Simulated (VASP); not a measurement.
# Sb (I4/mmm) in VASP: a series of runs

Runs on Sb. Level: r2SCAN. Tasks: single point.

All numbers are computed with VASP 6.6.1; they aren't measurements. Logs are shortened: lines on timing, memory, paths and dates and some standing lists are left out, and cuts for length are marked.

## Step 1: Starting point

The structure is tetragonal, space group I4/mmm (No. 139). The conventional cell has a = 3.153 Å, b = 3.153 Å, c = 5.424 Å, α = 90.00°, β = 90.00°, γ = 90.00°. Sb (site symmetry 4/mmm) has 12 Sb at 3.15 to 3.51 Å as nearest neighbours.

This isn't the form of Sb at room conditions, which is rhombohedral.

## Step 2: Single point, r2SCAN

Contents of INCAR:

```
SYSTEM = Sb
PREC = Accurate
ENCUT = 400
EDIFF = 1E-6
ISMEAR = 0
SIGMA = 0.2
LREAL = .FALSE.
LASPH = .TRUE.
NELM = 100
ALGO = Normal
ISIF = 2
LWAVE = .FALSE.
LCHARG = .FALSE.
METAGGA = R2SCAN
LMIXTAU = .TRUE.
ADDGRID = .FALSE.
```

Contents of KPOINTS:

```
regular mesh
0
G
  11 11 11
  0 0 0
```

Contents of POSCAR:

```
Sb
1.0
   -1.5765401831      1.5765401831      2.7119384313
    1.5765401831     -1.5765401831      2.7119384313
    1.5765401831      1.5765401831     -2.7119384313
Sb
1
Direct
    0.0000000000      0.0000000000      0.0000000000
```

Potentials or basis: VASP PAW PBE potentials, release 64 (Sb).

The run is started by

```bash
cat potpaw_PBE.64/Sb/POTCAR > POTCAR
mpirun -np 1 vasp_std > vasp.out
```

OUTCAR:

```text
SYSTEM = Sb
   PREC = Accurate
   ENCUT = 400
   EDIFF = 1E-6
   ISMEAR = 0
   LREAL = .FALSE.
   LASPH = .TRUE.
   NELM = 100
   ISIF = 2
   METAGGA = R2SCAN

 Found    126 irreducible k-points:

 Following reciprocal coordinates:
            Coordinates               Weight
  0.000000  0.000000  0.000000      1.000000
  0.090909  0.000000  0.000000      8.000000
  0.181818  0.000000 -0.000000      8.000000
  0.272727  0.000000 -0.000000      8.000000
  0.363636  0.000000 -0.000000      8.000000
  0.454545  0.000000 -0.000000      8.000000
   k-points           NKPTS =    126   k-points in BZ     NKDIM =    126   number of bands    NBANDS=      6
   number of dos      NEDOS =    301   number of ions     NIONS =      1
   total plane-waves  NPLWV =  13824
   dimension x,y,z NGX =    24 NGY =   24 NGZ =   24
   dimension x,y,z NGXF=    48 NGYF=   48 NGZF=   48
   ions per type =               1
   NGX,Y,Z   is equivalent  to a cutoff of  11.36, 11.36, 11.36 a.u.
   NGXF,Y,Z  is equivalent  to a cutoff of  22.73, 22.73, 22.73 a.u.
 SYSTEM =  Sb
   PREC   = accura    normal or accurate (medium, high low for compatibility)
   ISTART =      0    job   : 0-new  1-cont  2-samecut
   ICHARG =      2    charge: 1-file 2-atom 10-const
   ISPIN  =      1    spin polarized calculation?
   LNONCOLLINEAR =      F non collinear calculations
   LSORBIT =      F    spin-orbit coupling
   LASPH  =      T    aspherical Exc in radial PAW
   ENCUT  =  400.0 eV  29.40 Ry    5.42 a.u.   5.73  5.73  5.73*2*pi/ulx,y,z
   NELM   =    100;   NELMIN=  2; NELMDL= -5     # of ELM steps
   EDIFF  = 0.1E-05   stopping-criterion for ELM
   LREAL  =      F    real-space projection
   EDIFFG = 0.1E-04   stopping-criterion for IOM
   NSW    =      0    number of steps for IOM
   IBRION =     -1    ionic relax: 0-MD 1-quasi-New 2-CG
   NFREE  =      0    steps in history (QN), initial steepest desc. (CG)
   ISIF   =      2    stress and relaxation
   ISYM   =      2    0-nonsym 1-usesym 2-fastsym
   POTIM  = 0.5000    time-step for ionic-motion
   TEBEG  =    0.0;   TEEND  =   0.0 temperature during run
   PSTRESS=    0.0 pullay stress
   NELECT =       5.0000    total number of electrons
   NUPDOWN=      -1.0000    fix difference up-down
   EMIN   =  10.00;   EMAX   =-10.00  energy-range for DOS
   EFERMI =   0.00;   METHOD = LEGACY
   ISMEAR =     0;   SIGMA  =   0.20  broadening in eV -4-tet -1-fermi 0-gaus
   EFERMI_NEDOS =   21; number of points for ismear=-14 and -15
   IALGO  =     38    algorithm
   IMIX   =      4    mixing-type and parameters
     AMIX     =   0.40;   BMIX     =  1.00
     AMIX_MAG =   1.60;   BMIX_MAG =  1.00
  volume/ion in A,a.u.               =      26.96       181.95
  Fermi-wavevector in a.u.,A,eV,Ry     =   0.933573  1.764197 11.858269  0.871558
  Thomas-Fermi vector in A             =   2.060288
   LORBIT       =      0    0 simple, 1 ext, 2 COOP (PROOUT), +10 PAW based schemes
   METAGGA = R2SCAN    functional components
   LHFCALC =     F    Hartree Fock is set to
   AEXX    =    0.0000 exact exchange contribution
   IVDW    =     0    specifies the selected vdW correction
   LEPSILON=     F    determine dielectric tensor
   LRPA    =     F    only Hartree local field effects (RPA)
 non-spin polarized calculation
 Gauss-broadening in eV      SIGMA  =   0.20
  energy-cutoff  :      400.00
  volume of cell :       26.96
 maximum number of plane-waves:       501
   NGX = 11   NGY = 11   NGZ = 11

 number of electron       5.0000001 magnetization

 Free energy of the ion-electron system (eV)
  ---------------------------------------------------
  ext. energy  EPLUGINS =         0.00000000
  ---------------------------------------------------
  free energy    TOTEN  =       -25.26817081 eV

  energy without entropy =      -25.25489014  energy(sigma->0) =      -25.26153048

 E-fermi :   8.4738     XC(G=0): -10.7888

 val. band max:        8.4579469880   @ k =  -0.3636   0.1818   0.0909
 cond. band min:       8.5226131011   @ k =  -0.1818   0.3636   0.0909
 fundamental gap:      0.0646661131
 Fermi energy:         8.4737537398

 k-point     1 :       0.0000    0.0000    0.0000
  band No.  band energies     occupation
      1      -5.1328      2.00000
      2      13.3308      0.00000
      3      14.1990      0.00000
      4      14.1990      0.00000
      5      18.1683      0.00000
      6      19.6759      0.00000

 k-point     2 :       0.0909    0.0000    0.0000
  band No.  band energies     occupation
      1      -4.9571      2.00000
      2      12.4604      0.00000
      3      13.1764      0.00000
      4      14.1609      0.00000
      5      18.0659      0.00000
      6      18.6233      0.00000

 k-point     3 :       0.1818    0.0000   -0.0000
  band No.  band energies     occupation
      1      -4.4332      2.00000
      2       9.8113      0.00000
      3      12.2199      0.00000
      4      14.0906      0.00000
      5      16.8353      0.00000
      6      18.5159      0.00000

 k-point     4 :       0.2727    0.0000   -0.0000
  band No.  band energies     occupation
      1      -3.5753      2.00000
      2       7.0187      2.00000
      3      11.3394      0.00000
      4      14.0593      0.00000
      5      15.9320      0.00000
      6      18.4512      0.00000

 k-point     5 :       0.3636    0.0000   -0.0000
  band No.  band energies     occupation
      1      -2.4366      2.00000
      2       4.5102      2.00000
      3      10.6785      0.00000
      4      14.0881      0.00000
      5      15.3424      0.00000
      6      18.6356      0.00000

 k-point     6 :       0.4545    0.0000   -0.0000
  band No.  band energies     occupation
      1      -1.2860      2.00000
      2       2.6570      2.00000
      3      10.3292      0.00000
      4      14.1332      0.00000
      5      15.0511      0.00000
      6      19.0559      0.00000

 [... further k-points ...]

------------------------ aborting loop because EDIFF is reached ----------------------------------------

  FORCE on cell =-STRESS in cart. coord.  units (eV):
  Direction    XX          YY          ZZ          XY          YZ          ZX
  --------------------------------------------------------------------------------------
  -------------------------------------------------------------------------------------
  Total        0.0978117      0.0978117      0.2558760      0.0000000     -0.0000000      0.0000000
  in kB        5.8123487      5.8123487     15.2051347      0.0000000     -0.0000000      0.0000000
  external PRESSURE =       8.9432774 kB  Pullay stress =       0.0000000 kB

 VOLUME and BASIS-vectors are now :
 -----------------------------------------------------------------------------
  energy-cutoff  :      400.00
  volume of cell :       26.96
      direct lattice vectors                 reciprocal lattice vectors
    -1.576540183  1.576540183  2.711938431     0.000000000  0.317150178  0.184369967
     1.576540183 -1.576540183  2.711938431     0.317150178  0.000000000  0.184369967
     1.576540183  1.576540183 -2.711938431     0.317150178  0.317150178  0.000000000

 POSITION                                       TOTAL-FORCE (eV/Angst)
 -----------------------------------------------------------------------------------
      0.00000      0.00000      0.00000        -0.000000     -0.000000      0.000000
 -----------------------------------------------------------------------------------
    total drift:                                0.000000     -0.000000     -0.000000

  FREE ENERGIE OF THE ION-ELECTRON SYSTEM (eV)
  ---------------------------------------------------
  free  energy   TOTEN  =       -25.2681708115 eV

  energy  without entropy=      -25.2548901392  energy(sigma->0) =      -25.26153048
```

Run time: 20 s. Hardware: 1 thread of Intel Xeon 6975P-C (Granite Rapids), shared host; peak memory 0.14 GiB.

These settings aren't checked as converged: the numbers below hold their error.

Results:

* Free energy: -25.2682 eV
* Pressure: 0.9 GPa
* Band gap on the k mesh: none (metal or under the smearing width)

Caveat: the PAW data sets were made with another functional, which shifts forces and pressure a little.

## Step 3: Single point, r2SCAN

INCAR is that of step 2.

KPOINTS is that of step 2.

Contents of POSCAR:

```
Sb
1.0
   -1.5638750000      1.6131910000      2.7402030000
    1.6104090000     -1.5604430000      2.7365900000
    1.5281950000      1.5247630000     -2.7095380000
Sb
1
Direct
    0.0004760000      0.0218010000      0.0165680000
```

Potentials or basis: VASP PAW PBE potentials, release 64 (Sb).

The run is started by

```bash
cat potpaw_PBE.64/Sb/POTCAR > POTCAR
mpirun -np 1 vasp_std > vasp.out
```

Run time: 94 s. Hardware: 1 thread of Intel Xeon 6975P-C (Granite Rapids), shared host; peak memory 0.2 GiB.

These settings aren't checked as converged: the numbers below hold their error.

What came out:

```
Free energy            : -25.2705 eV
Pressure               : 1.1 GPa
Band gap on the k mesh : none (metal or under the smearing width)
```

Caveat: the PAW data sets were made with another functional, which shifts forces and pressure a little.

## Step 4: Single point, r2SCAN

INCAR, as its differences from that of step 3:

```diff
@@ -5,3 +5,3 @@
 ISMEAR = 0
-SIGMA = 0.2
+SIGMA = 0.05
 LREAL = .FALSE.
```

KPOINTS is that of step 3.

Contents of POSCAR:

```
Sb
1.0
   -1.5765401831      1.5765401831      2.7119384313
    1.5765401831     -1.5765401831      2.7119384313
    1.5765401831      1.5765401831     -2.7119384313
Sb
1
Direct
    0.0000000000      0.0000000000      0.0000000000
```

The run is started by

```bash
cat potpaw_PBE.64/Sb/POTCAR > POTCAR
mpirun -np 1 vasp_std > vasp.out
```

Run time: 20 s. Hardware: 1 thread of Intel Xeon 6975P-C (Granite Rapids), shared host; peak memory 0.15 GiB.

The run converged, but some of its settings lie outside the range that counts as converged, so its numbers aren't taken as properties of the crystal.

What came out:

```yaml
Free_energy: -25.2625 eV
Pressure: 0.9 GPa
Band_gap_on_the_k_mesh: none (metal or under the smearing width)
```

Caveat: the PAW data sets were made with another functional, which shifts forces and pressure a little.

## Step 5: Single point, r2SCAN

INCAR is that of step 4.

KPOINTS is that of step 4.

Contents of POSCAR:

```
Sb
1.0
   -1.5638750000      1.6131910000      2.7402030000
    1.6104090000     -1.5604430000      2.7365900000
    1.5281950000      1.5247630000     -2.7095380000
Sb
1
Direct
    0.0004760000      0.0218010000      0.0165680000
```

The run is started by

```bash
cat potpaw_PBE.64/Sb/POTCAR > POTCAR
mpirun -np 1 vasp_std > vasp.out
```

Run time: 94 s. Hardware: 1 thread of Intel Xeon 6975P-C (Granite Rapids), shared host; peak memory 0.2 GiB.

These settings aren't checked as converged: the numbers below hold their error.

What came out:

```
Free energy            : -25.2629 eV
Pressure               : 1.0 GPa
Band gap on the k mesh : none (metal or under the smearing width)
```

Caveat: the PAW data sets were made with another functional, which shifts forces and pressure a little.

## Step 6: Single point, r2SCAN

INCAR, as its differences from that of step 5:

```diff
@@ -5,3 +5,3 @@
 ISMEAR = 0
-SIGMA = 0.05
+SIGMA = 0.02
 LREAL = .FALSE.
```

KPOINTS is that of step 5.

Contents of POSCAR:

```
Sb
1.0
   -1.5765401831      1.5765401831      2.7119384313
    1.5765401831     -1.5765401831      2.7119384313
    1.5765401831      1.5765401831     -2.7119384313
Sb
1
Direct
    0.0000000000      0.0000000000      0.0000000000
```

Potentials or basis: VASP PAW PBE potentials, release 64 (Sb).

The run is started by

```bash
cat potpaw_PBE.64/Sb/POTCAR > POTCAR
mpirun -np 1 vasp_std > vasp.out
```

OUTCAR:

```text
SYSTEM = Sb
   PREC = Accurate
   ENCUT = 400
   EDIFF = 1E-6
   ISMEAR = 0
   LREAL = .FALSE.
   LASPH = .TRUE.
   NELM = 100
   ISIF = 2
   METAGGA = R2SCAN

 Found    126 irreducible k-points:

 Following reciprocal coordinates:
            Coordinates               Weight
  0.000000  0.000000  0.000000      1.000000
  0.090909  0.000000  0.000000      8.000000
  0.181818  0.000000 -0.000000      8.000000
  0.272727  0.000000 -0.000000      8.000000
  0.363636  0.000000 -0.000000      8.000000
  0.454545  0.000000 -0.000000      8.000000
   k-points           NKPTS =    126   k-points in BZ     NKDIM =    126   number of bands    NBANDS=      6
[... 130 lines left out ...]

  FORCE on cell =-STRESS in cart. coord.  units (eV):
  Direction    XX          YY          ZZ          XY          YZ          ZX
  --------------------------------------------------------------------------------------
  -------------------------------------------------------------------------------------
  Total        0.0785280      0.0785280      0.2761005      0.0000000      0.0000000      0.0000000
  in kB        4.6664329      4.6664329     16.4069504      0.0000000      0.0000000      0.0000000
  external PRESSURE =       8.5799387 kB  Pullay stress =       0.0000000 kB

 VOLUME and BASIS-vectors are now :
 -----------------------------------------------------------------------------
  energy-cutoff  :      400.00
  volume of cell :       26.96
      direct lattice vectors                 reciprocal lattice vectors
    -1.576540183  1.576540183  2.711938431     0.000000000  0.317150178  0.184369967
     1.576540183 -1.576540183  2.711938431     0.317150178  0.000000000  0.184369967
     1.576540183  1.576540183 -2.711938431     0.317150178  0.317150178  0.000000000

 POSITION                                       TOTAL-FORCE (eV/Angst)
 -----------------------------------------------------------------------------------
      0.00000      0.00000      0.00000        -0.000000      0.000000     -0.000000
 -----------------------------------------------------------------------------------
    total drift:                                0.000000     -0.000000     -0.000000

  FREE ENERGIE OF THE ION-ELECTRON SYSTEM (eV)
  ---------------------------------------------------
  free  energy   TOTEN  =       -25.2621120846 eV

  energy  without entropy=      -25.2619232307  energy(sigma->0) =      -25.26201766
```

OSZICAR:

```text
N       E                     dE             d eps       ncg     rms          rms(c)
DAV:   1    -0.161371612400E+02   -0.16137E+02   -0.14618E+03  1530   0.446E+02
DAV:   2    -0.257302023625E+02   -0.95930E+01   -0.92321E+01  2148   0.687E+01
DAV:   3    -0.258821819505E+02   -0.15198E+00   -0.15197E+00  1806   0.920E+00
DAV:   4    -0.258827323941E+02   -0.55044E-03   -0.55043E-03  2058   0.710E-01
DAV:   5    -0.258827345264E+02   -0.21323E-05   -0.21330E-05  1896   0.323E-02    0.152E+00
DAV:   6    -0.251442435668E+02    0.73849E+00   -0.12178E-01  1650   0.333E+00    0.978E-01
DAV:   7    -0.253156753766E+02   -0.17143E+00   -0.10725E-01  1518   0.298E+00    0.163E-01
DAV:   8    -0.252618480833E+02    0.53827E-01   -0.57647E-02  1584   0.224E+00    0.755E-02
DAV:   9    -0.252605818219E+02    0.12663E-02   -0.54232E-04  1950   0.226E-01    0.945E-02
DAV:  10    -0.252605706581E+02    0.11164E-04   -0.16592E-03  1536   0.381E-01    0.434E-02
DAV:  11    -0.252616991868E+02   -0.11285E-02   -0.90836E-04  1608   0.340E-01    0.442E-02
DAV:  12    -0.252619063192E+02   -0.20713E-03   -0.10118E-04  1590   0.108E-01    0.314E-02
DAV:  13    -0.252618602004E+02    0.46119E-04   -0.77467E-06  1926   0.297E-02    0.355E-02
DAV:  14    -0.252620982647E+02   -0.23806E-03   -0.37802E-04  1530   0.219E-01    0.373E-03
DAV:  15    -0.252621124131E+02   -0.14148E-04   -0.80903E-06  1710   0.255E-02    0.328E-03
DAV:  16    -0.252621120846E+02    0.32849E-06   -0.76122E-08   966   0.315E-03
   1 F= -.25262112E+02 E0= -.25262018E+02  d E =-.188854E-03
```

It took 20 s on 1 thread of Intel Xeon 6975P-C (Granite Rapids), shared host; peak memory 0.14 GiB.

These settings aren't checked as converged: the numbers below hold their error.

Results:

```
Free energy            : -25.2621 eV
Pressure               : 0.9 GPa
Band gap on the k mesh : none (metal or under the smearing width)
```

Caveat: the PAW data sets were made with another functional, which shifts forces and pressure a little.
